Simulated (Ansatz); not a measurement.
# Structure relaxation of Ga

Computed with DFT PBE, scalar-relativistic, plane waves, PAW in Ansatz. Cutoff 420 eV, Γ-centred k mesh, Gaussian smearing, no spin polarisation in the final step.

A relaxed cell is given with its space group left out.

```
CELL_PARAMETERS angstrom
-2.65690 2.65690 1.39177
2.65690 -2.65690 1.39177
2.65690 2.65690 -1.39177
ATOMIC_POSITIONS crystal
Ga 0.00000 0.00000 0.00000
Ga 0.75000 0.25000 0.50000
```

Energies count from the standard state of Ga at the same level.

Question: What space group does it have?

Answer: I4_1/amd (No. 141). Conventional cell: a = 5.314 Å, c = 2.784 Å. Ga has 6 Ga at 2.75–2.78 Å.

Question: How far above the standard state of Ga does it lie?

Answer: 0.06 eV/atom.

Question: Is it a metal?

Answer: Yes, bands cross the Fermi level on the 22×22×22 mesh.

The final run used a 22×22×22 mesh on its 2-atom cell and 0.10 eV smearing. For metals, differences of a few meV/atom aren't resolved. The cell came from a trial start, so Ga may not exist in this structure.